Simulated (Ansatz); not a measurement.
# As (P-1) in Ansatz: a series of runs, part 2 of 2

Ansatz 0.2.0. Earlier steps stand in the parts before.

### Step 3. Single point, HSE06 form with a typed share of exact exchange (all atoms moved at random, sigma 0.1 Å a component)

File input.yaml:

```yaml
crystal:
  lattice:
    - [-2.70368174, 0.0, -2.70368174]
    - [0.0, -2.70368174, -2.70368174]
    - [-2.70368174, -2.70368174, 0.0]
  atoms:
    - { symbol: As, position: [0.27635154, 0.22713992, 0.25689971] }
    - { symbol: As, position: [0.72364846, 0.77286008, 0.74310029] }
hamiltonian:
  xc: { exchange: pbe, correlation: pbe, exx: { coeff: 0.25, omega: 0.3 } }
  pseudopotentials: { kind: paw }
kpoints:
  mp_grid: { grid: [5, 5, 5] }
scf:
  occupations: { method: fermi_dirac, width: 0.05 }
output:
  forces: true
  stress: true
  eigenvalues: true
  write_density: true
  write_potential: true
  elf: true
  volumetric_format: npy
```

Potentials or basis: Ansatz PAW.

Launch:

```sh
> ansatz run input.yaml --threads 2 --pin off --max-ram 5632MiB --backend cpu --events-out ev --progress --plain --runs-dir out
```

Run time: 40 s. Hardware: 2 threads of Arm Neoverse V1, shared host; peak memory 1 GiB.

The run converged. Its results:

| Property | Result |
| --- | --- |
| Free energy | -9714.2870 eV |
| Pressure | 1.5 GPa |
| Largest force | 0.917 eV/Å |
| Band gap on the k mesh | 0.18 eV, indirect (least direct gap 0.37 eV) |

Forces in eV/Å, atoms in the order of the input:
```
As  -0.700  0.584 -0.104
As   0.700 -0.584  0.104
```

Stress tensor (GPa, compression positive):
```
 1.41 -1.76  0.25
-1.76  0.57 -0.09
 0.25 -0.09  2.50
```

Levels at points of the mesh, in eV from the valence-band top:
| k point | band 11 | band 12 | band 13 | band 14 | band 15 | band 16 | band 17 | band 18 | band 19 |
| --- | --- | --- | --- | --- | --- | --- | --- | --- | --- |
| (0.00, 0.00, 0.00) | -16.55 | -5.08 | -2.27 | -2.00 | -1.95 | 4.10 | 4.17 | 4.84 | 6.41 |

Caveat: odd divisions of the mesh miss points on the zone boundary, where band edges often lie, so the gap on the mesh can be too wide; the PAW data sets come from PBE, with cores solved anew for the run's functional, which leaves a small shift of forces and pressure; the thresholds are loose for stress. A k mesh can miss the band edges.

### Step 4. Single point, HSE06 form with a typed share of exact exchange (all atoms moved at random, sigma 0.1 Å a component)

input.yaml, as its differences from that of step 3:

```diff
@@ -9,3 +9,3 @@
 hamiltonian:
-  xc: { exchange: pbe, correlation: pbe, exx: { coeff: 0.25, omega: 0.3 } }
+  xc: { exchange: pbe, correlation: pbe, exx: { coeff: 0.25, omega: 0.4 } }
   pseudopotentials: { kind: paw }
```

Launch:

```sh
> ansatz run input.yaml --threads 2 --pin off --max-ram 5632MiB --backend cpu --events-out ev --progress --plain --runs-dir out
```

It took 35 s on 2 threads of Arm Neoverse V1, shared host; peak memory 1 GiB.

It converged, with:

```yaml
Free_energy: -9714.2817 eV
Pressure: 1.9 GPa
Largest_force: 0.866 eV/Å
Band_gap_on_the_k_mesh: 0.18 eV, indirect (least direct gap 0.36 eV)
```

Forces on the atoms (eV/Å):
```
As  -0.664  0.547 -0.101
As   0.664 -0.547  0.101
```

Stress tensor (GPa, compression positive):
```
 1.88 -1.66  0.24
-1.66  1.07 -0.10
 0.24 -0.10  2.87
```

Levels at points of the mesh, in eV from the valence-band top:
| k point | band 11 | band 12 | band 13 | band 14 | band 15 | band 16 | band 17 | band 18 | band 19 |
| --- | --- | --- | --- | --- | --- | --- | --- | --- | --- |
| (0.00, 0.00, 0.00) | -16.32 | -5.01 | -2.19 | -1.92 | -1.87 | 4.02 | 4.09 | 4.74 | 6.33 |

Caveat: odd divisions of the mesh miss points on the zone boundary, where band edges often lie, so the gap on the mesh can be too wide; the PAW data sets come from PBE, with cores solved anew for the run's functional, which leaves a small shift of forces and pressure; the thresholds are loose for stress. A k mesh can miss the band edges.

### Step 5. Single point, HSE06 form with a typed share of exact exchange (all atoms moved at random, sigma 0.1 Å a component)

input.yaml, as its differences from that of step 4:

```diff
@@ -9,3 +9,3 @@
 hamiltonian:
-  xc: { exchange: pbe, correlation: pbe, exx: { coeff: 0.25, omega: 0.4 } }
+  xc: { exchange: pbe, correlation: pbe, exx: { coeff: 0.25, omega: 0.6 } }
   pseudopotentials: { kind: paw }
@@ -19,5 +19 @@
   eigenvalues: true
-  write_density: true
-  write_potential: true
-  elf: true
-  volumetric_format: npy
```

Potentials or basis: Ansatz PAW.

Launch:

```sh
> ansatz run input.yaml --threads 2 --pin off --max-ram 5632MiB --backend cpu --events-out ev --progress --plain --runs-dir out
```

Standard output:

```text
Warning: output.stress: scf.convergence.dr2_threshold = 1e-7 eV (the SCF's general default) is looser than the 2e-10 eV advised for a printed stress (1e-10 eV for each atom of the cell: 2). What an SCF threshold leaves in a stress goes as its square root, and in the free energy as the threshold itself, and one threshold admits the most on a small cell: of the crystals measured, under no hybrid functional and no lock of the moments, on runs that ended without the residual-converged pass, on stresses that held no estimate of that error, the worst erred by over 100 MPa in a component at 1e-7 eV an atom and by under 5 at 1e-10. Set scf.convergence.dr2_threshold to 2e-10 eV or tighter. The threshold is an SCF's pass mark: one that does not reach it within its budget of iterations ends unconverged, or closes short of it on a stop that the run arms, and scf.convergence.dr2_threshold's page says what that costs each kind of run
Warning: output.stress: scf.exx.energy_threshold = 1e-6 eV is looser than the 2e-8 eV advised for a stress under a hybrid functional (1e-8 eV for each atom of the cell: 2). Every SCF of the exchange loop can meet its threshold on dr2 while the loop round them stops early: no threshold on dr2 bounds what that leaves in the stress. Set scf.exx.energy_threshold to 2e-8 eV or tighter. The threshold is the loop's pass mark: a loop that does not reach it within its budget of cycles ends unconverged, and scf.exx.energy_threshold's page has the law
Warning: RAYON_NUM_THREADS=2 ignored (pool sized by the plan → 2); use --threads N
Engine: ansatz 0.2.0, aarch64-unknown-linux-gnu
Pseudopotentials: kind: paw
Pseudopotential: As, paw, valence charge 15, recommended cutoff 420 eV (normal), As.paw.azcp
Functional definition: unnamed
  parameter a_1 = 0.25
  parameter omega_1 = 0.6/angstrom
  exchange = pbe_x + (-a_1)*pbe_x_sr(omega_1) + a_1*exact_x_sr(omega_1)
  correlation = pbe_c
Crystal: 2 atoms, lattice volume = 39.527 Å³
Basis set: ecut = 420 eV, 749 PW (Γ), exchange–correlation on 54×54×54 points (8 copies of the dense FFT grid, shifted against one another)
Bands: 19, of which v1, the nominal top of the filled ones, is band 15 counted from 1 (14 counted from 0)
[... 64 lines left out ...]
  E_vxc        = -135.844545  (∫ρ·V_xc dr)
  E_exx        = -101.295375  (= α·E_x^exact, valence–valence)
  E_paw        = -3588.455374  (= ΣΔE_a)
  E_vpaw       = 579.157235  (= ΣTr[D̂ρ^β])
  E_aug_tail   = 0.000016  (compensation charges beyond the density's cutoff)
  E_ewald      = -3393.122014
  E_core_change = -1.629626  (= ΣΔE_core)
  E_smearing   = -0.002710  (= −TS)
  E_closure    = 0.000000  (closes the sum)
  Σ components = -9714.191656   (vs F -9714.191656, Δ=1.82e-12)
--- Forces (eV/Å), atoms counted from 1 ---
  atom   1  As    -0.61229690     0.49678600    -0.09638998
  atom   2  As     0.61229690    -0.49678600     0.09638998
  max |Σ_I F_I| component: 0.00e0 eV/Å
--- Stress (GPa, compression-positive) ---
        2.706370      -1.512285       0.231812
       -1.512285       1.940898      -0.107998
        0.231812      -0.107998       3.562705
  P = ⅓ Tr σ = 2.7367 GPa (27.367 kbar)
--- Band table (eV; the first three rows and the last of 63) ---
  k-point 0: bands = ["-27.4530", "-27.4378", "-27.3931", "-27.3930", "-27.3787", "-27.3337", "-27.3309", "-27.3246", "-27.2950", "-27.2905", "-4.2744", "6.6770", "9.5114", "9.7753", "9.8229", "15.5233", "15.5888", "16.2053", "17.8214"]
  k-point 1: bands = ["-27.4405", "-27.4257", "-27.3875", "-27.3861", "-27.3737", "-27.3383", "-27.3369", "-27.3297", "-27.3077", "-27.3029", "-3.6800", "4.2660", "9.6989", "9.8082", "10.7855", "14.0470", "14.2863", "14.6740", "18.0597"]
  k-point 2: bands = ["-27.4115", "-27.3968", "-27.3739", "-27.3684", "-27.3653", "-27.3523", "-27.3469", "-27.3443", "-27.3372", "-27.3298", "-1.9360", "0.8632", "9.9564", "10.1399", "11.4940", "12.0421", "12.4550", "12.8820", "20.8815"]
  k-point 62: bands = ["-27.4176", "-27.3947", "-27.3754", "-27.3745", "-27.3639", "-27.3472", "-27.3445", "-27.3419", "-27.3414", "-27.3242", "-0.9925", "0.4804", "6.7159", "9.0463", "9.7700", "13.4492", "14.3190", "16.8429", "20.0784"]
```

Wall time 35 s (2 threads of Arm Neoverse V1, shared host); peak memory 1 GiB.

Results:

```
Free energy            : -9714.1917 eV
Pressure               : 2.7 GPa
Largest force          : 0.794 eV/Å
Band gap on the k mesh : 0.18 eV, indirect (least direct gap 0.34 eV)
```

Forces in eV/Å, atoms in the order of the input:
```
As  -0.612  0.497 -0.096
As   0.612 -0.497  0.096
```

Stress tensor (GPa, compression positive):
```
 2.71 -1.51  0.23
-1.51  1.94 -0.11
 0.23 -0.11  3.56
```

Caveat: odd divisions of the mesh miss points on the zone boundary, where band edges often lie, so the gap on the mesh can be too wide; the PAW data sets come from PBE, with cores solved anew for the run's functional, which leaves a small shift of forces and pressure; the thresholds are loose for stress. A k mesh can miss the band edges.

### Step 6. Summary

```csv
screening (1/Å),gap on the mesh (eV),pressure (GPa),largest force (eV/Å)
0.2,0.20,1.1,0.98
0.3,0.18,1.5,0.92
0.4,0.18,1.9,0.87
0.6,0.18,2.7,0.79
```

Alike in all rows: task single point; level HSE06 form with a typed share of exact exchange; potentials or basis Ansatz PAW; no spin polarisation; cell all atoms moved at random, sigma 0.1 Å a component; k mesh 5 × 5 × 5; cutoff (eV) 420; smearing fermi-dirac 0.05 eV.

Caveats: odd divisions of the mesh miss points on the zone boundary, where band edges often lie, so the gap on the mesh can be too wide; the PAW data sets come from PBE, with cores solved anew for the run's functional, which leaves a small shift of forces and pressure; the thresholds are loose for stress.

Total energies depend on the potentials used, so only differences within one code and one set of settings carry meaning.
